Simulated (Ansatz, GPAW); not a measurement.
# Mo: 3 runs at one level of theory

```
Mo
1.0
    -1.58381    1.58381    1.58381
     1.58381   -1.58381    1.58381
     1.58381    1.58381   -1.58381
Mo
1
Direct
  0.00000 0.00000 0.00000
```

Alike in all runs: task single point; functional PBE; k mesh 12 × 12 × 12; occupations gaussian, width 0.022 eV; no spin polarisation; no spin-orbit coupling. Pressure is positive in compression and, in plane waves, holds the error of the finite cutoff, which Ansatz's Pulay term estimates and takes out.

```csv
program and potentials,plane-wave cutoff (eV),notes,band gap (eV),pressure (GPa)
"Ansatz, Ansatz PAW",420,Pulay term of +0.05 GPa included,no gap,-1.92
"Ansatz, all-electron LAPW, scalar-relativistic",-,-,no gap,-1.94
"GPAW, GPAW PAW data sets (gpaw-data 1.2.1)",600,-,no gap,-2.29
```

None finds a gap. The pressure spans -2.29 (GPAW, GPAW PAW data sets (gpaw-data 1.2.1)) to -1.92 GPa (Ansatz, Ansatz PAW), with all-electron results at -1.94.

Differences between rows come from potentials, basis sets and numerical settings, since the functional is the same but for its coding. Runs on potential files found faulty are left out.
